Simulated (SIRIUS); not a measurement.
Write the native input for SIRIUS 7.10.0 that does the following.

```
Task                                        : single point
Functional                                  : PBE
Potentials or basis                         : in-house norm-conserving set, PBE (scalar relativistic)
Cutoff                                      : 1152 eV
Density cutoff                              : 4606 eV
k mesh                                      : 10 × 10 × 8
Occupations                                 : fermi-dirac, width 0.05 eV
Spin                                        : no spin polarisation
Libxc names                                 : ["XC_GGA_X_PBE", "XC_GGA_C_PBE"]
Energy tol                                  : 1e-08 Ha
Density tol                                 : 1e-06
Mixer                                       : anderson
Mixing beta                                 : 0.7
Max scf                                     : 100
Radial cutoff for the potentials' integrals : 6.5 bohr
```

MgB2:

```
CELL_PARAMETERS angstrom
3.08500 0.00000 0.00000
-1.54250 2.67169 0.00000
0.00000 0.00000 3.52300
ATOMIC_POSITIONS crystal
Mg 0.00000 0.00000 0.00000
B 0.66667 0.33333 0.50000
B 0.33333 0.66667 0.50000
```

The input as run:

sirius.json

```json
{
  "control": {
    "processing_unit": "cpu",
    "verbosity": 2,
    "num_bands_to_print": 15,
    "print_forces": true,
    "print_stress": true
  },
  "parameters": {
    "electronic_structure_method": "pseudopotential",
    "xc_functionals": ["XC_GGA_X_PBE", "XC_GGA_C_PBE"],
    "gk_cutoff": 9.2,
    "pw_cutoff": 18.4,
    "ngridk": [10, 10, 8],
    "shiftk": [0, 0, 0],
    "smearing": "fermi_dirac",
    "smearing_width": 0.0018374661,
    "num_bands": 15,
    "num_mag_dims": 0,
    "num_dft_iter": 100,
    "energy_tol": 1e-08,
    "density_tol": 1e-06
  },
  "iterative_solver": {
    "type": "davidson",
    "min_tolerance": 1e-09,
    "tolerance_scale": [0.1, 0.25]
  },
  "mixer": {
    "type": "anderson",
    "beta": 0.7,
    "max_history": 8
  },
  "settings": {
    "tol_ne": 1e-10,
    "pseudo_grid_cutoff": 6.5
  },
  "unit_cell": {
    "lattice_vectors": [
      [1.0, 0.0, 0.0],
      [-0.5, 0.866025403793, 0.0],
      [0.0, 0.0, 1.141977309562]
    ],
    "lattice_vectors_scale": 5.8298050945,
    "atom_coordinate_units": "lattice",
    "atom_types": ["Mg", "B"],
    "atom_files": {
      "B": "B.json",
      "Mg": "Mg.json"
    },
    "atoms": {
      "Mg": [
        [0.0, 0.0, 0.0]
      ],
      "B": [
        [0.6666666667, 0.3333333333, 0.5],
        [0.3333333333, 0.6666666667, 0.5]
      ]
    }
  }
}
```

Potentials or basis: in-house norm-conserving set, PBE (scalar relativistic).

The run is started by

```console
$ upf_to_json B.upf
$ upf_to_json Mg.upf
$ OMP_NUM_THREADS=1 sirius.scf --input=sirius.json --output=out.json --task=0
```

Results of the run:

```yaml
Pressure: -0.9 GPa
Band_gap_on_the_k_mesh: none (metal or under the smearing width)
```

Wall time 55 s on 1 thread of Arm Neoverse V1, with other jobs on the host, peak memory 0.35 GiB.
